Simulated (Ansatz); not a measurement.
## CaO under changes of volume

One of the cells (13.886 Å³/atom); the others are scaled copies at fixed shape and fractional positions:

```xyz
2
Lattice="0.0000 2.4036 2.4036 2.4036 0.0000 2.4036 2.4036 2.4036 0.0000" Properties=species:S:1:pos:R:3 pbc="T T T"
Ca    0.0000    0.0000    0.0000
O     2.4036    2.4036    2.4036
```

The cell is a database's computed one.

| Item | Value |
| --- | --- |
| Program | Ansatz 0.2.0 |
| Functional | PBEsol |
| Potentials or basis | all-electron LAPW, scalar-relativistic |
| Cutoff | 266 eV (chosen from the basis error) |
| Basis error allowed | 0.0005 eV/atom |
| k mesh | 10 × 10 × 10 |
| Occupations | fermi-dirac, width 0.05 eV |
| Spin | no spin polarisation |

```tsv
volume (Å³/atom)	energy over the lowest point (meV/atom)	pressure (GPa)	gap on the mesh (eV)
13.052	?	?	?
13.330	1.13	1.9	3.53
13.608	0.00	-0.5	3.54
13.886	2.87	-2.7	3.55
14.163	9.33	-4.7	3.56
14.441	19.00	-6.4	3.56
14.719	31.53	-8.0	3.57
```

What does the run at 13.052 Å³/atom give?

Energy over the lowest point 6.73 meV/atom; pressure 4.6 GPa; gap on the mesh 3.52 eV.

Worked out: A Birch-Murnaghan fit of order 3 (a polynomial in V^(-2/3)) to the other rows has its minimum at 13.54 Å³/atom with B0 = V·E''(V) = 116 GPa and B' = 4.6. It gives 6.78 meV/atom at 13.052 Å³/atom, against the run's 6.73, and -dE/dV = 4.7 GPa, against 4.6. A straight line through the other rows of the gap, of slope 0.39 eV per unit of ln V, extrapolates to 3.52 eV, against the run's 3.52.

Energies are extrapolated to zero smearing.

A mesh can miss the band edges.
